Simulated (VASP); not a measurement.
TiSi2:

```xyz
6
Lattice="0.0000 4.1175 4.2629 2.3895 0.0000 4.2629 2.3895 4.1175 0.0000" Properties=species:S:1:pos:R:3 pbc="T T T"
Ti    3.5843    6.1763    6.3943
Ti    2.3895    4.1175    4.2629
Si    1.1948    3.3975    2.1314
Si    1.1948    0.7200    2.1314
Si    2.3895    1.3387    4.2629
Si    2.3895    6.8963    4.2629
```

The cell is a database's computed one.

* Program: VASP 6.6.1
* Task: relaxation of cell and atoms
* Functional: LDA
* Potentials or basis: VASP PAW LDA potentials, release 64 (Ti_sv, Si)
* Cutoff: 600 eV
* k mesh: 7 × 7 × 7
* Occupations: fermi-dirac, width 0.05 eV
* Spin: no spin polarisation

At the start: pressure -4.9 GPa; volume 13.98 Å³/atom.

Problem. Where does the relaxation end?

Solution. Over 10 steps the energy falls by 7.9 meV/atom and the volume is 13.51 Å³/atom (-3.4 %); space group Fddd (No. 70, to 0.05 Å).

The path:
```
step  energy change (eV)  largest force (eV/Å)  pressure (GPa)  volume (Å³)
   1              0.0000                0.0633           -4.92        83.88
   2             -0.0104                0.0808            4.98        78.78
   3             -0.0447                0.0731            0.09        81.10
   4             -0.0466                0.0438           -0.01        81.04
   5             -0.0467                0.0480            0.02        81.05
   6             -0.0471                0.0305           -0.02        81.06
   7             -0.0474                0.0017           -0.06        81.08
   8             -0.0474                0.0009           -0.07        81.08
   9             -0.0474                0.0002            0.10        81.00
  10             -0.0474                0.0003            0.01        81.04
```

Final structure:
```cif
data_structure
_symmetry_space_group_name_H-M 'P 1'
_symmetry_Int_Tables_number 1
_cell_length_a 5.8575
_cell_length_b 4.8435
_cell_length_c 4.6935
_cell_angle_alpha 75.768
_cell_angle_beta 53.274
_cell_angle_gamma 50.958
_cell_volume 81.04
loop_
_atom_site_label
_atom_site_type_symbol
_atom_site_fract_x
_atom_site_fract_y
_atom_site_fract_z
_atom_site_occupancy
Ti1 Ti 0.75000 0.75000 0.75000 1
Ti2 Ti 0.50000 0.50000 0.50000 1
Si1 Si 0.41399 0.08601 0.41399 1
Si2 Si 0.08601 0.41399 0.08601 1
Si3 Si 0.16399 0.83601 0.16399 1
Si4 Si 0.83601 0.16399 0.83601 1
```
